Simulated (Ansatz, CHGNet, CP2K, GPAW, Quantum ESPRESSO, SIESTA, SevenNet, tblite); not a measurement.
# GPAW runs on Priceite (P2_1/c), Ca2B5H7O13 (108 atoms)

Aim: run Priceite (P2_1/c), Ca2B5H7O13 (108 atoms) in GPAW and see how near its forces come to a plane-wave reference, and at what cost.

Program: GPAW 26.7.0. Level of theory: the method is named at each step. Results are calculated unless marked as measured.

### 1. The structure

The cell holds 108 atoms: 8 Ca, 20 B, 28 H and 52 O. Its edges and angles: a = 11.580 Å, b = 6.984 Å, c = 12.352 Å, α = 90.0°, β = 110.6°, γ = 90.0°. It derives from Ca2B5H7O13 (P2_1/c), repeated 1×1×1. Ca2B5H7O13, space group P2_1/c, structure from the Crystallography Open Database, 1 x 1 x 1 conventional cells; every coordinate displaced by a Gaussian of 0.02 Å; bonds to H set to neutron lengths (C-H 1.089, N-H 1.015, O-H 0.983, B-H 1.19 Å) where the listed ones are shorter. Then every atom was moved at random, 0.05 Å r.m.s. a Cartesian component (hydrogen 0.6 of that).

The yardstick, on the same geometry:

- method: Kohn-Sham DFT, PBE, SSSP efficiency 1.3.0 pseudopotentials, plane waves (Quantum ESPRESSO 7.5); sssp-pbe-1.3.0-efficiency, cutoffs 60/480 Ry, Γ point
- r.m.s. force component: 2.053 eV/Å
- longest force: 12.41 eV/Å
- pressure: 3.535 GPa
- gap (highest filled to lowest empty level): 4.711 eV
- time: 3.9 min on 2 MPI ranks of Arm Neoverse V1, shared host
- CPU time: 7.8 min

### 2. PBE, LCAO dzp, h 0.18 Å

Method: Kohn-Sham DFT, PBE, PAW, atomic orbitals (dzp).

run.py

```python
import numpy as np
from ase.io import read
from gpaw import GPAW, FermiDirac
from ase.parallel import parprint as print

atoms = read("structure.xyz")
atoms.calc = GPAW(
    mode="lcao",
    basis="dzp",
    h=0.18,
    xc="PBE",
    kpts={"size": (1, 1, 1), "gamma": True},
    occupations=FermiDirac(0.05),
    maxiter=200,
    symmetry={"point_group": False},
    txt="gpaw.txt",
)
energy = atoms.get_potential_energy(force_consistent=True)
forces = atoms.get_forces()
print(f"energy {energy:.6f} eV")
print("forces (eV/A)")
for i, (a, f) in enumerate(zip(atoms, forces)):
    print(f"{i:4d} {a.symbol:2s} {f[0]:10.5f} {f[1]:10.5f} {f[2]:10.5f}")
print(f"Fermi level {atoms.calc.get_fermi_level():.4f} eV")
for k in range(len(atoms.calc.get_ibz_k_points())):
    for s in range(atoms.calc.get_number_of_spins()):
        e = atoms.calc.get_eigenvalues(kpt=k, spin=s)
        n = np.searchsorted(e, atoms.calc.get_fermi_level())
        print(f"k {k} spin {s} levels about the Fermi level:", np.round(e[max(n - 6, 0):n], 4).tolist(), "|", np.round(e[n:n + 6], 4).tolist())
```

structure.xyz

```xyz
108
Lattice="11.58000 0.00000 0.00000 0.00000 6.98440 0.00000 -4.34050 0.00000 11.56425" Properties=species:S:1:pos:R:3 pbc="T T T"
Ca -2.36439 5.30717 6.70137
Ca 7.40327 1.85059 10.66420
Ca 9.72831 1.72759 4.92290
Ca -0.23062 5.11831 0.97880
Ca 1.98674 1.73039 4.42957
Ca 7.46489 5.08653 1.40853
Ca 5.29685 5.26093 7.29427
Ca -0.19859 1.82286 10.17226
B 1.33349 5.29578 4.08253
B 8.11348 1.72913 1.71336
B 5.83304 1.76147 7.50890
B -0.89633 5.26736 9.92525
B -1.30683 5.09722 3.71559
B 10.55534 1.66906 2.08145
B 8.50352 1.86218 7.75475
B -3.47392 5.42101 9.49517
B -0.11067 3.77758 5.56934
B 9.32264 0.22175 0.25349
B 7.29690 3.24977 5.98288
B -2.08708 6.76593 11.35181
B 0.79063 1.94397 7.13503
B 4.28233 5.49407 10.14717
B 6.37029 4.99936 4.29704
B 3.00305 1.53999 1.46669
B 0.32108 4.34954 8.02351
B 4.77233 0.93193 9.33871
B 6.96213 2.63521 3.59336
B 2.43771 6.11400 2.17292
H 2.87254 1.54865 7.48658
H 2.18275 5.03023 9.90131
H 4.34463 5.46061 4.11155
H 5.08753 1.89005 1.68029
H 0.49044 0.03625 8.17546
H 4.46772 3.49499 9.12905
H 6.62372 6.96994 3.38243
H 2.77929 3.46706 2.37229
H 0.83359 6.42970 5.70996
H 8.58540 2.99673 0.12281
H 6.46110 0.47913 5.94541
H -1.34463 3.94730 11.38373
H 8.76195 5.99059 4.35926
H 0.71298 2.54889 1.34700
H -1.49723 0.94611 7.15168
H 6.55816 4.42343 10.11629
H 9.34847 3.71822 2.71239
H 0.07234 0.27805 3.04891
H -2.07334 3.24432 8.86677
H 7.19564 6.76334 8.55084
H 4.53317 1.76475 5.15338
H 4.84158 5.27071 0.63592
H 2.63982 5.24193 6.43042
H 2.40104 1.76307 10.86727
H 4.47676 3.42403 4.65207
H 4.93121 6.79331 1.16718
H 2.72539 3.62127 6.90895
H 2.34238 0.20171 10.42286
[... 48 atom lines left out ...]
O 0.65025 3.15283 8.29700
O 4.39991 6.55884 9.07678
O 6.53781 3.93585 3.26794
O 2.90297 0.47997 2.49291
```

The run is started by

```console
OMP_NUM_THREADS=1 mpirun -np 2 gpaw python run.py > output.txt
```

The log of the run:

```text
energy -684.815521 eV
forces (eV/A)
   0 Ca   -0.30364    0.24539    0.06818
   1 Ca    0.09159   -0.58383   -0.11561
   2 Ca   -0.66559   -0.76813   -0.97713
   3 Ca   -0.04519    0.66240   -0.65515
   4 Ca    0.14443    0.37061   -0.89452
   5 Ca   -0.39059    1.55761    0.31536
   6 Ca   -0.09960   -0.04791   -0.79203
   7 Ca    0.19697   -0.45789   -0.41456
   8 B     1.46966   -2.93559    0.05502
   9 B    -1.16418   -0.77270   -1.35522
  10 B     2.27899    1.28619   -2.19684
  11 B     2.33713   -0.65955   -1.20819
  12 B     3.36236    0.87136    1.95045
  13 B     5.65596   -2.76919   -2.95566
  14 B    -2.70672    1.53385    0.74423
  15 B     1.46251   -0.53864    2.17298
  16 B     4.82563    0.02297    0.23425
  17 B     2.16276    1.25653   -0.18173
  18 B    -3.80452    1.61159    0.10883
  19 B    -1.48822   -1.11586    0.48433
  20 B     1.35960   -0.05838    4.51293
  21 B    -0.37000    0.34012   -1.07384
  22 B     3.18970    0.47282   -0.19926
  23 B    -0.09758   -0.41525    1.25116
[...]
100 O    -1.69308    1.28052   -2.98537
 101 O     0.94232    0.32825    0.72241
 102 O    -1.51758    0.28483   -0.05919
 103 O    -1.75511   -0.29048   -2.27428
 104 O     1.90347   -6.78323   -0.03195
 105 O    -0.44475    0.96002    0.12248
 106 O    -0.26022   -0.54258   -0.71429
 107 O    -0.31599   -2.35030    0.43443
Fermi level 4.2224 eV
k 0 spin 0 levels about the Fermi level: [2.1958, 2.2693, 2.4878, 2.7058, 2.7751, 3.02] | [7.6973, 8.4282, 8.5824, 8.6461, 8.8293, 8.9173]
```

gpaw.txt:

```text
Input parameters:
  mode=LCAO(),
  basis={'default': 'dzp'},
  h=0.18,
  kpts=MonkhorstPack(size=(1, 1, 1), gamma=True),
  maxiter=200,
  occupations=Occupations(name='fermi-dirac', width=0.05, fixmagmom=False),
  symmetry=Symmetry(point_group=False),
  xc=XC(name='PBE')
Unit cell  # Å
| periodic |         x |        y |         z |   lengths |     angles |
|----------|-----------|----------|-----------|-----------|------------|
|      yes | 11.580000 | 0.000000 |  0.000000 | 11.580000 |  90.000000 |
|      yes |  0.000000 | 6.984400 |  0.000000 |  6.984400 | 110.573011 |
|      yes | -4.340500 | 0.000000 | 11.564250 | 12.351997 |  90.000000 |
Number of symmetries: 1
Symmetry operations  # r_c * U_cc + t_c -> r_c
|   | kind |            matrix            |
|---|------|------------------------------|
| 0 |  E   |  1, 0, 0,  0, 1, 0,  0, 0, 1 |
BZ-sampling:
  Number of BZ points: 1
  Number of IBZ points: 1
  Monkhorst-Pack size: [1, 1, 1]
  Monkhorst-Pack shift: [0, 0, 0]
[... lines left out ...]
        l=0, rc=2.2969 Bohr: 2s-dz split-valence wave
        l=1, rc=2.8906 Bohr: 2p-dz split-valence wave
        l=2, rc=5.3906 Bohr: d-type Gaussian polarization
      Number of RI-basis functions 0
Reference energy: -267950.789404  # eV
eigensolver:
density mixing:
  MSR1-Mixer
occupation numbers:
  Fermi-Dirac:
    width: 0.0500  # eV
FastPoissonSolver using
    Stencil: 8*3+1=25 point O(h^6) finite-difference Laplacian
xc functional:
  name: PBE with 2 nearest neighbor stencil
interpolation: tri-quintic # 5. degree polynomial
Initialization done in: 7.674 s
convergence criteria:
- Maximum [total energy] change in last 3 cyles: 0.0005 eV / valence electron
- Maximum integral of absolute [dens]ity change: 0.0001 electrons / valence electron
- Maximum integral of absolute [eigenst]ate change: 4e-08 eV^2 / valence electron
maximum number of iterations: 200
SCF iterations
|iter     |      energy | eigst |  dens |
|---------|-------------|-------|-------|
|iter:   1| -713.020241 |      c|       |
|iter:   2| -705.960171 |      c| -0.92 |
|iter:   3| -684.520897 |      c| -0.97 |
|iter:   4| -684.744666 |      c| -1.55 |
|iter:   5| -684.818052 |      c| -1.89 |
|iter:   6| -684.816013c|      c| -2.82 |
|iter:   7| -684.815522c|      c| -3.21 |
|iter:   8| -684.815523c|      c| -3.68 |
|iter:   9| -684.815521c|      c| -4.20c|
Converged in 9 steps
SCF loop duration: 99.343 s (11.038 s/step)
Energy contributions relative to reference atoms: (reference = -267950.789404)
Energy contributions:
  Kinetic:         738.969308
  Coulomb:        -715.728047
  Zero:             13.278781
  External:          0.000000
  Xc:             -721.335563
  Entropy:          -0.000000
  Spinorbit:         0.000000
  ----------------------------
  Free energy:    -684.815521
  Extrapolated:   -684.815521
dipole moment: (-15.930320, 0.754709, 13.067619)  # |e|*Ang
Fermi level: 4.222
Eigenvalues  # (at kpt = [0.000, 0.000, 0.000])
| band index |      eig [eV] | occ [0-2] |
|------------|---------------|-----------|
|          0 |       -36.026 |     2.000 |
|        ... |               |           |
|        232 |         2.133 |     2.000 |
|        233 |         2.183 |     2.000 |
[...]
|        247 |         9.066 |     0.000 |
|        ... |               |           |
|        291 |        11.314 |     0.000 |
Gap: 4.677 eV
Transition (v -> c):
  (s=0, k=0, n=239, [0.00, 0.00, 0.00]) -> (s=0, k=0, n=240, [0.00, 0.00, 0.00])
No difference between direct/indirect transitions
Force computation time: 28.270  # s
```

Run time: 2.3 min. Hardware: 2 MPI ranks of Arm Neoverse V1, shared host; peak memory 1.8 GiB.

Banners, paths, timers and routine set-up lines are dropped from the logs unmarked, and long logs keep their key lines alone; longer cuts are marked.

Against the reference:

| Quantity | Value |
| --- | --- |
| r.m.s. force component | 2.226 eV/Å |
| r.m.s. difference of force components | 321 meV/Å |
| longest difference of force vectors | 1243 meV/Å |
| force difference over r.m.s. force | 15.63 % |
| slope of forces against the reference's | 1.076 |
| correlation of force components | 0.992 |
| gap (highest filled to lowest empty level) | 4.677 eV |
| gap difference | -0.0337 eV |

Length of the force difference by element (eV/Å):

```tsv
element	atoms	mean	most
B	20	0.27	0.55
Ca	8	0.066	0.12
H	28	0.65	1.2
O	52	0.56	1.1
```

Levels nearest the highest filled one (eV from it): -0.82, -0.75, -0.53, -0.31, -0.24, 0.00, 4.68, 5.41, 5.56, 5.63, 5.81, 5.90.

The surroundings of O58, which bears the longest force, nearest first, numbered as they follow in the input and with coordinates relative to it.

```tsv
atom	x	y	z	distance (Å)	bonds	Fx	Fy	Fz (eV/Å)
O58	0.00	0.00	0.00	0.00	3	4.56	-12.55	0.67
H54	-0.33	0.78	-0.07	0.85	1	-4.72	9.84	-1.56
H50	-0.42	-0.75	-0.60	1.05	1	0.18	2.29	0.91
Ca6	2.20	-0.93	0.17	2.40	8	-0.39	1.56	0.32
H35	1.36	0.95	2.15	2.72	1	0.15	0.48	-0.16
O72	-1.76	0.46	-2.11	2.79	3	-0.73	0.28	-0.51
O104	-0.86	2.73	-0.19	2.86	3	-1.76	-0.29	-2.27
H32	-0.17	2.86	0.45	2.90	1	1.54	0.32	1.75
B28	-2.82	0.10	0.94	2.98	3	3.80	2.32	5.44
```

Atoms are counted from 1 here, from 0 in the log.

Forces lie 16 % from the reference's, at 0.59 times its CPU time.

### 3. RPBE, LCAO dzp, h 0.18 Å

Method: Kohn-Sham DFT, RPBE, PAW, atomic orbitals (dzp).

Changes to run.py since step 2:

```diff
@@ -10,3 +10,3 @@
     h=0.18,
-    xc="PBE",
+    xc="RPBE",
     kpts={"size": (1, 1, 1), "gamma": True},
```

structure.xyz is that of step 2.

The log of the run:

```text
energy -651.417907 eV
forces (eV/A)
   0 Ca   -0.27457    0.26203    0.06185
   1 Ca    0.08213   -0.57679   -0.10449
   2 Ca   -0.71072   -0.78896   -0.98716
   3 Ca   -0.01628    0.66021   -0.68252
   4 Ca    0.16371    0.35969   -0.90102
   5 Ca   -0.41750    1.55605    0.31522
   6 Ca   -0.10406   -0.04086   -0.81973
   7 Ca    0.20117   -0.45669   -0.42084
   8 B     1.44749   -2.95402    0.03929
   9 B    -1.14316   -0.75980   -1.37093
  10 B     2.32866    1.30891   -2.23216
  11 B     2.32503   -0.65942   -1.21239
[...]
103 O    -1.48628   -0.18973   -2.20279
 104 O     2.00775   -6.90429    0.06200
 105 O    -0.53115    0.93467    0.00797
 106 O    -0.35116   -0.51968   -0.84962
 107 O    -0.23570   -2.35201    0.57287
Fermi level 4.3839 eV
k 0 spin 0 levels about the Fermi level: [2.3653, 2.4371, 2.6642, 2.8789, 2.9519, 3.1983] | [8.0683, 8.7264, 8.9246, 8.9926, 9.0995, 9.2347]
```

gpaw.txt:

```text
Input parameters:
  mode=LCAO(),
  basis={'default': 'dzp'},
  h=0.18,
  kpts=MonkhorstPack(size=(1, 1, 1), gamma=True),
  maxiter=200,
  occupations=Occupations(name='fermi-dirac', width=0.05, fixmagmom=False),
  symmetry=Symmetry(point_group=False),
  xc=XC(name='RPBE')
[... lines left out ...]
  Fermi-Dirac:
[... lines left out ...]
convergence criteria:
- Maximum [total energy] change in last 3 cyles: 0.0005 eV / valence electron
[... lines left out ...]
Converged in 9 steps
[... lines left out ...]
  Free energy:    -651.417907
[... lines left out ...]
dipole moment: (-15.936353, 0.751305, 13.082700)  # |e|*Ang
Fermi level: 4.384
Eigenvalues  # (at kpt = [0.000, 0.000, 0.000])
| band index |      eig [eV] | occ [0-2] |
|------------|---------------|-----------|
|          0 |       -36.059 |     2.000 |
|        ... |               |           |
|        232 |         2.306 |     2.000 |
|        233 |         2.355 |     2.000 |
[...]
|        247 |         9.364 |     0.000 |
|        ... |               |           |
|        291 |        11.541 |     0.000 |
Gap: 4.870 eV
Transition (v -> c):
  (s=0, k=0, n=239, [0.00, 0.00, 0.00]) -> (s=0, k=0, n=240, [0.00, 0.00, 0.00])
No difference between direct/indirect transitions
Force computation time: 27.339  # s
```

Run time: 2.3 min. Hardware: 2 MPI ranks; peak memory 1.8 GiB; 4.6 min of CPU time.

Against the reference:

```yaml
r_m_s_force_component: 2.231 eV/Å
r_m_s_difference_of_force_components: 313.4 meV/Å
longest_difference_of_force_vectors: 1143 meV/Å
force_difference_over_r_m_s_force: 15.27 %
slope_of_forces_against_the_reference_s: 1.079
correlation_of_force_components: 0.9927
spacing_of_highest_filled_and_lowest_empty_level: 4.87 eV
gap_difference: 0.159 eV
```

Against the first run (16 %), the force difference from the reference is 15 %, at 1.0 times the CPU time; the model has changed, so this is no error of the program alone.

### 4. PBE, LCAO sz(dzp), h 0.18 Å

Method: Kohn-Sham DFT, PBE, PAW, atomic orbitals (sz(dzp)).

Changes to run.py since step 3:

```diff
@@ -3,3 +3,2 @@
 from gpaw import GPAW, FermiDirac
-from ase.parallel import parprint as print
 
@@ -8,5 +7,5 @@
     mode="lcao",
-    basis="dzp",
+    basis="sz(dzp)",
     h=0.18,
-    xc="RPBE",
+    xc="PBE",
     kpts={"size": (1, 1, 1), "gamma": True},
```

structure.xyz is that of step 3.

The run is started by

```console
OMP_NUM_THREADS=1 python run.py > output.txt
```

The log of the run:

```text
energy -591.154386 eV
forces (eV/A)
   0 Ca   -0.46805    0.48797    0.44039
   1 Ca    0.12902   -0.50111   -0.44915
   2 Ca   -0.67244   -1.05352   -1.43634
   3 Ca   -0.06800    0.59774   -0.40701
   4 Ca    0.53589    0.39627   -0.98740
   5 Ca   -0.74844    1.84530    0.22971
   6 Ca   -0.46441   -0.04995   -0.91337
   7 Ca    0.71741   -0.50334   -0.29387
   8 B     2.09044   -3.22469   -0.30780
   9 B    -1.84966   -0.58806   -1.54484
  10 B     1.75157    2.07606   -3.28372
  11 B     4.34273   -0.60387   -1.74946
  12 B     4.65028    1.09307    2.60628
  13 B     7.18904   -3.23797   -3.48514
  14 B    -4.13514    1.69676    0.73739
  15 B     2.04233   -1.59314    2.52208
  16 B     5.94761   -0.83919    0.56505
  17 B     2.58358    1.55013   -0.87365
  18 B    -4.61648    1.74255    0.13668
  19 B    -2.17544   -1.23406    0.71181
  20 B     2.19628    0.11392    5.79242
  21 B    -0.32096   -0.15113   -0.92207
  22 B     4.08701    1.49921   -0.46671
  23 B     0.01014    0.21587    0.96609
[...]
100 O    -3.20279    1.61889   -6.00435
 101 O     2.21275    1.10006    3.75971
 102 O    -1.35264   -0.41960    2.77879
 103 O    -3.17218   -0.84962   -5.48697
 104 O     2.68945  -10.09568    0.91278
 105 O    -0.65322    0.03937   -1.23319
 106 O    -0.51881    0.43135   -2.30739
 107 O    -0.02362   -2.03396    1.99143
Fermi level 4.7518 eV
k 0 spin 0 levels about the Fermi level: [2.6083, 2.636, 2.8574, 2.9984, 3.1767, 3.4584] | [8.2379, 8.8269, 8.9996, 9.1696, 9.2298, 9.298]
```

gpaw.txt:

```text
Input parameters:
  mode=LCAO(),
  basis={'default': 'sz(dzp)'},
  h=0.18,
  kpts=MonkhorstPack(size=(1, 1, 1), gamma=True),
  maxiter=200,
  occupations=Occupations(name='fermi-dirac', width=0.05, fixmagmom=False),
  symmetry=Symmetry(point_group=False),
  xc=XC(name='PBE')
Unit cell  # Å
| periodic |         x |        y |         z |   lengths |     angles |
[... lines left out ...]
  Fermi-Dirac:
[... lines left out ...]
convergence criteria:
- Maximum [total energy] change in last 3 cyles: 0.0005 eV / valence electron
[... lines left out ...]
Converged in 9 steps
[... lines left out ...]
  Free energy:    -591.154386
  Extrapolated:   -591.154386
dipole moment: (-15.713715, 0.757322, 13.155750)  # |e|*Ang
Fermi level: 4.752
Eigenvalues  # (at kpt = [0.000, 0.000, 0.000])
| band index |      eig [eV] | occ [0-2] |
|------------|---------------|-----------|
|          0 |       -35.577 |     2.000 |
|        ... |               |           |
|        232 |         2.427 |     2.000 |
|        233 |         2.510 |     2.000 |
[...]
|        247 |         9.496 |     0.000 |
|        ... |               |           |
|        291 |        12.202 |     0.000 |
Gap: 4.779 eV
Transition (v -> c):
  (s=0, k=0, n=239, [0.00, 0.00, 0.00]) -> (s=0, k=0, n=240, [0.00, 0.00, 0.00])
No difference between direct/indirect transitions
Force computation time: 13.904  # s
timing:  # [seconds]
  Total:  75.941  # ━━━━━━━━━━━━━━━━━━━━━━━━━━━━━━━━━━━━━━━━━━━━━━━━━━━━━━━━━
  Init:    9.100  # ━━━━━━━
  SCF:    52.897  # ━━━━━━━━━━━━━━━━━━━━━━━━━━━━━━━━━━━━━━━╸
  Forces: 13.904  # ━━━━━━━━━━╸
```

Wall time 77 s (1 thread); peak memory 1 GiB.

Compared with the plane-wave run:

| Quantity | Value |
| --- | --- |
| r.m.s. force component | 3.344 eV/Å |
| r.m.s. difference of force components | 1908 meV/Å |
| longest difference of force vectors | 6880 meV/Å |
| force difference over r.m.s. force | 92.92 % |
| slope of forces against the reference's | 1.394 |
| correlation of force components | 0.8562 |
| gap (highest filled to lowest empty level) | 4.779 eV |
| gap difference | 0.0685 eV |

This is a coarse setting, run to see what it loses.

Against the first run (16 %), the force difference from the reference is 93 %, at 0.28 times the CPU time (on 1 against 2 cores), with 420 basis functions against 1308: the smaller basis costs accuracy.

(Continued in part 2 of 2.)

[Also dropped from logs without a mark: logging warnings of Python, and SIESTA's first energy breakdown and zero terms.]

[Logs are printed without paths, hosts, clocks, repeated set-up lines and the standing remarks that a program may print on its own settings, such as how far it seeks lower states.]

[Hosts, paths, dates, database ids (printed as entryN), source tags and the programs' standing remarks are cut or masked in the printed files.]
